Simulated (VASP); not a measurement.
# CdS (Fm-3m) in VASP: a series of runs

The runs below take CdS through single point, with PBEsol.

All numbers are computed with VASP 6.6.1; they aren't measurements. Logs are shortened: lines on timing, memory, paths and dates and some standing lists are left out, and cuts for length are marked.

## Step 1: Starting point

Symmetry: Fm-3m, No. 225, cubic system. Conventional cell: a = 5.506 Å, b = 5.506 Å, c = 5.506 Å, α = 90.00°, β = 90.00°, γ = 90.00°. Around Cd (site symmetry m-3m) lie 6 S at 2.75 Å. Around S (site symmetry m-3m) lie 6 Cd at 2.75 Å.

Measurements of this composition are mostly on another form, of space group No. 186.

## Step 2: Single point, PBEsol, spin-orbit coupling, no magnetisation

INCAR

```
PREC     = Accurate       # precision mode
ENCUT    = 400            # plane-wave cutoff, eV
EDIFF    = 1E-7           # SCF threshold, eV
ISMEAR   = 0              # smearing method
SIGMA    = 0.02           # smearing width, eV
LREAL    = False          # projectors in reciprocal space
LASPH    = True           # aspherical terms in the spheres
NELM     = 100            # most SCF steps
ALGO     = Normal         # electronic algorithm
ISIF     = 2              # what is computed and relaxed
LWAVE    = False          # write WAVECAR
LCHARG   = False          # write CHGCAR
MAGMOM   = 0 0 0 0 0 0    # initial moments
LORBIT   = 11             # projections on sites
LSORBIT  = True           # spin-orbit coupling
GGA_COMPAT= False        
GGA      = PS             # functional
NBANDS   = 34             # bands
```

KPOINTS

```
regular mesh
0
Gamma
  4 4 4
```

POSCAR

```
CdS
1.0
    0.0000000000      2.7532440000      2.7532440000
    2.7532440000      0.0000000000      2.7532440000
    2.7532440000      2.7532440000      0.0000000000
Cd S
1 1
Direct
    0.0000000000      0.0000000000      0.0000000000
    0.5000000000      0.5000000000      0.5000000000
```

Potentials or basis: VASP PAW PBE potentials, release 64 (Cd, S).

Run with:

```sh
$ cat potpaw_PBE.64/Cd/POTCAR potpaw_PBE.64/S/POTCAR > POTCAR
$ mpirun -np 1 vasp_ncl > vasp.out
```

OUTCAR:

```text
PREC = Accurate
   ENCUT = 400
   EDIFF = 1E-7
   ISMEAR = 0
   LREAL = False
   LASPH = True
   NELM = 100
   ISIF = 2
   LORBIT = 11
   LSORBIT = True
   GGA = PS

 Found      8 irreducible k-points:

 Following reciprocal coordinates:
            Coordinates               Weight
  0.000000  0.000000  0.000000      1.000000
  0.250000  0.000000  0.000000      8.000000
  0.500000  0.000000  0.000000      4.000000
  0.250000  0.250000  0.000000      6.000000
  0.500000  0.250000  0.000000     24.000000
 -0.250000  0.250000  0.000000     12.000000
   k-points           NKPTS =      8   k-points in BZ     NKDIM =      8   number of bands    NBANDS=     34
   number of dos      NEDOS =    301   number of ions     NIONS =      2
   total plane-waves  NPLWV =  21952
   dimension x,y,z NGX =    28 NGY =   28 NGZ =   28
   dimension x,y,z NGXF=    56 NGYF=   56 NGZF=   56
   ions per type =               1   1
   NGX,Y,Z   is equivalent  to a cutoff of  11.95, 11.95, 11.95 a.u.
   NGXF,Y,Z  is equivalent  to a cutoff of  23.91, 23.91, 23.91 a.u.
 SYSTEM =  unknown system
   PREC   = accura    normal or accurate (medium, high low for compatibility)
   ISTART =      0    job   : 0-new  1-cont  2-samecut
   ICHARG =      2    charge: 1-file 2-atom 10-const
   ISPIN  =      1    spin polarized calculation?
   LNONCOLLINEAR =      T non collinear calculations
   LSORBIT =      T    spin-orbit coupling
   LASPH  =      T    aspherical Exc in radial PAW
   ENCUT  =  400.0 eV  29.40 Ry    5.42 a.u.   6.35  6.35  6.35*2*pi/ulx,y,z
   NELM   =    100;   NELMIN=  2; NELMDL= -5     # of ELM steps
   EDIFF  = 0.1E-06   stopping-criterion for ELM
   LREAL  =      F    real-space projection
   EDIFFG = 0.1E-05   stopping-criterion for IOM
   NSW    =      0    number of steps for IOM
   IBRION =     -1    ionic relax: 0-MD 1-quasi-New 2-CG
   NFREE  =      0    steps in history (QN), initial steepest desc. (CG)
   ISIF   =      2    stress and relaxation
   ISYM   =      2    0-nonsym 1-usesym 2-fastsym
   POTIM  = 0.5000    time-step for ionic-motion
   TEBEG  =    0.0;   TEEND  =   0.0 temperature during run
   PSTRESS=    0.0 pullay stress
   NELECT =      18.0000    total number of electrons
   NUPDOWN=      -1.0000    fix difference up-down
   EMIN   =  10.00;   EMAX   =-10.00  energy-range for DOS
   EFERMI =   0.00;   METHOD = LEGACY
   ISMEAR =     0;   SIGMA  =   0.02  broadening in eV -4-tet -1-fermi 0-gaus
   EFERMI_NEDOS =   21; number of points for ismear=-14 and -15
   IALGO  =     38    algorithm
   IMIX   =      4    mixing-type and parameters
     AMIX     =   0.40;   BMIX     =  1.00
[... 252 lines left out ...]
  external PRESSURE =     -41.1052435 kB  Pullay stress =       0.0000000 kB

 VOLUME and BASIS-vectors are now :
 -----------------------------------------------------------------------------
  energy-cutoff  :      400.00
  volume of cell :       41.74
      direct lattice vectors                 reciprocal lattice vectors
     0.000000000  2.753244000  2.753244000    -0.181603955  0.181603955  0.181603955
     2.753244000  0.000000000  2.753244000     0.181603955 -0.181603955  0.181603955
     2.753244000  2.753244000  0.000000000     0.181603955  0.181603955 -0.181603955

 POSITION                                       TOTAL-FORCE (eV/Angst)
 -----------------------------------------------------------------------------------
      0.00000      0.00000      0.00000        -0.000000     -0.000000     -0.000000
      2.75324      2.75324      2.75324         0.000000      0.000000      0.000000
 -----------------------------------------------------------------------------------
    total drift:                               -0.000000      0.000000      0.000000

  FREE ENERGIE OF THE ION-ELECTRON SYSTEM (eV)
  ---------------------------------------------------
  free  energy   TOTEN  =        -6.5599963133 eV

  energy  without entropy=       -6.5599339359  energy(sigma->0) =       -6.55996512

 Spin-Orbit-Coupling matrix elements

 Ion:    1  E_soc:     -0.0524800
 l=   1
     0.0000000    -0.0019072    -0.0019072
    -0.0019072     0.0000000    -0.0019072
    -0.0019072    -0.0019072     0.0000000
 l=   2
     0.0000000    -0.0013884     0.0000000    -0.0013884    -0.0054510
    -0.0013884     0.0000000    -0.0040882    -0.0013884    -0.0013627
     0.0000000    -0.0040882     0.0000000    -0.0040882     0.0000000
    -0.0013884    -0.0013884    -0.0040882     0.0000000    -0.0013627
    -0.0054510    -0.0013627     0.0000000    -0.0013627     0.0000000
 l=   3
     0.0000000     0.0000000     0.0000000     0.0000000     0.0000000     0.0000000     0.0000000
     0.0000000     0.0000000     0.0000000     0.0000000     0.0000000     0.0000000     0.0000000
     0.0000000     0.0000000     0.0000000     0.0000000     0.0000000     0.0000000     0.0000000
     0.0000000     0.0000000     0.0000000     0.0000000     0.0000000     0.0000000     0.0000000
     0.0000000     0.0000000     0.0000000     0.0000000     0.0000000     0.0000000     0.0000000
     0.0000000     0.0000000     0.0000000     0.0000000     0.0000000     0.0000000     0.0000000
     0.0000000     0.0000000     0.0000000     0.0000000     0.0000000     0.0000000     0.0000000

 Ion:    2  E_soc:     -0.0021047
 l=   1
     0.0000000    -0.0003508    -0.0003508
    -0.0003508     0.0000000    -0.0003508
    -0.0003508    -0.0003508     0.0000000
 l=   2
     0.0000000     0.0000000     0.0000000     0.0000000     0.0000000
     0.0000000     0.0000000     0.0000000     0.0000000     0.0000000
     0.0000000     0.0000000     0.0000000     0.0000000     0.0000000
     0.0000000     0.0000000     0.0000000     0.0000000     0.0000000
     0.0000000     0.0000000     0.0000000     0.0000000     0.0000000
 l=   3
     0.0000000     0.0000000     0.0000000     0.0000000     0.0000000     0.0000000     0.0000000
     0.0000000     0.0000000     0.0000000     0.0000000     0.0000000     0.0000000     0.0000000
     0.0000000     0.0000000     0.0000000     0.0000000     0.0000000     0.0000000     0.0000000
     0.0000000     0.0000000     0.0000000     0.0000000     0.0000000     0.0000000     0.0000000
     0.0000000     0.0000000     0.0000000     0.0000000     0.0000000     0.0000000     0.0000000
     0.0000000     0.0000000     0.0000000     0.0000000     0.0000000     0.0000000     0.0000000
     0.0000000     0.0000000     0.0000000     0.0000000     0.0000000     0.0000000     0.0000000

 total charge

# of ion       s       p       d       tot
------------------------------------------
    1        0.368   0.243   9.577  10.188
    2        1.328   2.349   0.000   3.678
--------------------------------------------------
tot          1.696   2.592   9.577  13.866

 magnetization (x)

# of ion       s       p       d       tot
------------------------------------------
    1        0.000   0.000   0.000   0.000
    2        0.000   0.000   0.000   0.000
--------------------------------------------------
tot          0.000   0.000   0.000   0.000

 magnetization (y)

# of ion       s       p       d       tot
------------------------------------------
    1       -0.000  -0.000   0.000  -0.000
    2       -0.000  -0.000   0.000  -0.000
--------------------------------------------------
tot         -0.000  -0.000   0.000  -0.000

 magnetization (z)

# of ion       s       p       d       tot
------------------------------------------
    1       -0.000   0.000   0.000   0.000
    2        0.000   0.000   0.000   0.000
--------------------------------------------------
tot          0.000   0.000   0.000   0.000
```

OSZICAR:

```text
N       E                     dE             d eps       ncg     rms          rms(c)
DAV:   1     0.110899765092E+03    0.11090E+03   -0.76093E+03   560   0.813E+02
DAV:   2    -0.163208189443E+01   -0.11253E+03   -0.10556E+03   636   0.243E+02
DAV:   3    -0.709692476419E+01   -0.54648E+01   -0.54287E+01   650   0.565E+01
DAV:   4    -0.713136306916E+01   -0.34438E-01   -0.34425E-01   620   0.451E+00
DAV:   5    -0.713165913150E+01   -0.29606E-03   -0.29605E-03   646   0.406E-01    0.697E+00
DAV:   6    -0.659001226864E+01    0.54165E+00   -0.65629E-01   714   0.115E+01    0.596E+00
DAV:   7    -0.656403659765E+01    0.25976E-01   -0.18914E-01   598   0.300E+00    0.309E+00
DAV:   8    -0.656053961207E+01    0.34970E-02   -0.21391E-02   594   0.169E+00    0.343E-01
DAV:   9    -0.655995131863E+01    0.58829E-03   -0.15847E-03   638   0.570E-01    0.189E-01
DAV:  10    -0.655999082450E+01   -0.39506E-04   -0.27509E-04   604   0.123E-01    0.538E-02
DAV:  11    -0.655999781408E+01   -0.69896E-05   -0.96189E-05   664   0.118E-01    0.296E-02
DAV:  12    -0.655999636555E+01    0.14485E-05   -0.20926E-05   606   0.480E-02    0.590E-03
DAV:  13    -0.655999634537E+01    0.20180E-07   -0.19782E-06   584   0.127E-02    0.391E-03
DAV:  14    -0.655999631333E+01    0.32040E-07   -0.27265E-08   344   0.121E-03
   1 F= -.65599963E+01 E0= -.65599651E+01  d E =-.623775E-04  mag=     0.0000    -0.0000     0.0000
```

Run time: 34 s. Hardware: 1 thread of Intel Xeon Platinum 8175M at 2.50GHz (Skylake/Cascade Lake), shared host; peak memory 0.24 GiB.

These settings aren't checked as converged: the numbers below hold their error.

What came out:

```yaml
Free_energy: -6.5600 eV
Pressure: -4.1 GPa
Valence_electrons_inside_the_program's_atomic_spheres: Cd 10.19; S 3.68
```

Caveat: the k mesh is coarse (spacing up to 0.49 Å⁻¹), so the values aren't converged; the PAW data sets were made with another functional, which shifts forces and pressure a little.

## Step 3: Single point, PBEsol, spin-orbit coupling, no magnetisation

Changes to INCAR since step 2:

```diff
@@ -1,3 +1,3 @@
 PREC     = Accurate       # precision mode
-ENCUT    = 400            # plane-wave cutoff, eV
+ENCUT    = 500            # plane-wave cutoff, eV
 EDIFF    = 1E-7           # SCF threshold, eV
```

KPOINTS is that of step 2.

POSCAR is that of step 2.

Potentials or basis: VASP PAW PBE potentials, release 64 (Cd, S).

Run with:

```sh
$ cat potpaw_PBE.64/Cd/POTCAR potpaw_PBE.64/S/POTCAR > POTCAR
$ mpirun -np 1 vasp_ncl > vasp.out
```

It took 34 s on 1 thread of Intel Xeon Platinum 8175M at 2.50GHz (Skylake/Cascade Lake), shared host; peak memory 0.24 GiB.

These settings aren't checked as converged: the numbers below hold their error.

Results:

- Free energy: -6.5616 eV
- Pressure: -3.6 GPa
- Valence electrons inside the program's atomic spheres: Cd 10.19; S 3.68

Caveat: the k mesh is coarse (spacing up to 0.49 Å⁻¹), so the values aren't converged; the PAW data sets were made with another functional, which shifts forces and pressure a little.

## Step 4: Single point, PBEsol, spin-orbit coupling, no magnetisation

Changes to INCAR since step 3:

```diff
@@ -1,3 +1,3 @@
 PREC     = Accurate       # precision mode
-ENCUT    = 500            # plane-wave cutoff, eV
+ENCUT    = 250            # plane-wave cutoff, eV
 EDIFF    = 1E-7           # SCF threshold, eV
```

KPOINTS

```
regular mesh
0
Gamma
  6 6 6
```

POSCAR is that of step 3.

Run with:

```sh
$ cat potpaw_PBE.64/Cd/POTCAR potpaw_PBE.64/S/POTCAR > POTCAR
$ mpirun -np 1 vasp_ncl > vasp.out
```

It took 24 s on 1 thread of Intel Xeon Platinum 8175M at 2.50GHz (Skylake/Cascade Lake), shared host; peak memory 0.16 GiB.

The run converged, but a check on its numbers failed (symmetry, net force, bounds or a known fault of this set-up), so they aren't taken as properties of the crystal.

Caveat: the cutoff lies under the usual one of these potentials, so the numbers hold a large basis-set error; the PAW data sets were made with another functional, which shifts forces and pressure a little.

## Step 5: For comparison

An earlier run on the cell as given: functional PBE; potentials or basis VASP PAW PBE potentials, release 64 (Cd, S); cutoff 520 eV; k mesh 8 × 8 × 8; occupations fermi-dirac, width 0.05 eV; no spin polarisation.

* Pressure: -0.1 GPa
* Band gap on the k mesh: 0.26 eV, indirect (least direct gap 1.53 eV)
